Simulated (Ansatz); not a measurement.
# SiNi2: the cost of one run

Computed with Ansatz 0.2.0 (DFT PBE, scalar-relativistic, plane waves, PAW, unless a step's input says otherwise).

2 further runs of the same task are left out: 1 that didn't finish, 1 set aside as unsound or not needed.

## Step 1: The structure to begin with

It takes space group Fm-3m (No. 225, cubic). The conventional cell has a = 5.309 Å, b = 5.309 Å, c = 5.309 Å, α = 90.00°, β = 90.00°, γ = 90.00°. Around Si (site symmetry m-3m) lie 8 Ni at 2.30 Å. Around Ni (site symmetry -43m) lie 4 Si at 2.30 Å.

Coordinates:

```xyz
3
Lattice="0.0000 2.6543 2.6543 2.6543 0.0000 2.6543 2.6543 2.6543 0.0000" Properties=species:S:1:pos:R:3 pbc="T T T"
Si    2.6543    2.6543    2.6543
Ni    3.9814    3.9814    3.9814
Ni    1.3271    1.3271    1.3271
```

The cell is invented: random cell by space group and Wyckoff sites (Fm-3m, No. 225). Lengths come from tabulated atomic sizes and are only a guess.

## Step 2: The guess as it stands, on a coarse mesh

input.yaml

```yaml
crystal:
  lattice:
    - [0.0, 2.65427412, 2.65427412]
    - [2.65427412, 0.0, 2.65427412]
    - [2.65427412, 2.65427412, 0.0]
  atoms:
    - { symbol: Si, position: [0.5, 0.5, 0.5] }
    - { symbol: Ni, position: [0.75, 0.75, 0.75], spin: 2.0 }
    - { symbol: Ni, position: [0.25, 0.25, 0.25], spin: 2.0 }
basis:
  ecutwfc: 420
kpoints:
  mp_grid: { grid: [6, 6, 6] }
hamiltonian:
  xc: pbe
scf:
  occupations: { method: gaussian, width: 0.1 }
  lower_state_search: "off"
output:
  forces: true
  stress: true
  eigenvalues: true
  populations: true
magnetization:
  spin_polarized: true
```

Run with:

```
> ansatz run input.yaml --threads 1 --pin off --max-ram 2560MiB --backend cpu --events-out ev --progress --plain --runs-dir out
```

What time and memory should one allow on 1 thread of AMD EPYC 9R45 (Zen 5), shared host?

About 1.5 s, with a peak of 0.34 GiB.
